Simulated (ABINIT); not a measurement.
Crystal: Zr.

```
Zr
1.0
     3.23200    0.00000    0.00000
    -1.61600    2.79899    0.00000
     0.00000    0.00000    5.14700
Zr
2
Direct
  0.66667 0.33333 0.75000
  0.33333 0.66667 0.25000
```

Program: ABINIT 10.8.3 (patched build). Alike in all runs: task band structure; cell as given; k mesh 9 × 9 × 5; smearing fermi-dirac 0.05 eV.

Problem. Order these runs on this cell by their pressure, lowest first.
A. level LDA; potentials or basis JTH PAW LDA v2.0; spin SOC, no magnetisation; cutoff (eV) 463; fine-grid cutoff 925.187 eV
B. level revPBE; potentials or basis JTH PAW PBE v2.0; spin SOC, no magnetisation; cutoff (eV) 463; fine-grid cutoff 925.187 eV
C. level PBE; potentials or basis SG15 NC PBE v1.2; spin off; cutoff (eV) 898

Solution. A (-6.2 GPa), C (0.5 GPa), B (2.0 GPa).

Caveats: the PAW data sets were made with another functional, which shifts forces and pressure a little (some runs).
